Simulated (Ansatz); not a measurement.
# Cr: equation of state with PBEsol

Cr:

```
Cr
1.0
    -1.48445    1.48445    1.48445
     1.48445   -1.48445    1.48445
     1.48445    1.48445   -1.48445
Cr
1
Cartesian
  0.0000 0.0000 0.0000
```

```
Program             : Ansatz 0.2.0
Task                : equation of state
Functional          : PBEsol
Potentials or basis : all-electron LAPW, scalar-relativistic
Basis error allowed : 0.001 eV/atom
k mesh              : 12 × 12 × 12
Occupations         : fermi-dirac, width 0.05 eV
Spin                : collinear spin, ferromagnetic start
Starting moments    : [3.0] μB
```

```
Equilibrium volume : 11.13 Å³/atom (rough: see the caveat)
Bulk modulus       : 285 GPa (rough)
```

Energy against volume, from the lowest point:
| volume (Å³/atom) | energy (meV/atom) |
| --- | --- |
| 12.299 | 0.00 |
| 12.561 | 40.24 |
| 12.823 | 85.94 |
| 13.084 | 136.47 |
| 13.346 | 191.22 |
| 13.608 | 249.68 |
| 13.870 | 311.37 |

All runs of the series together: 48 s on 2 threads of Arm Neoverse V1, with other jobs on the host.

Caveat: the minimum lies outside the volumes run; the starting moments weren't kept.
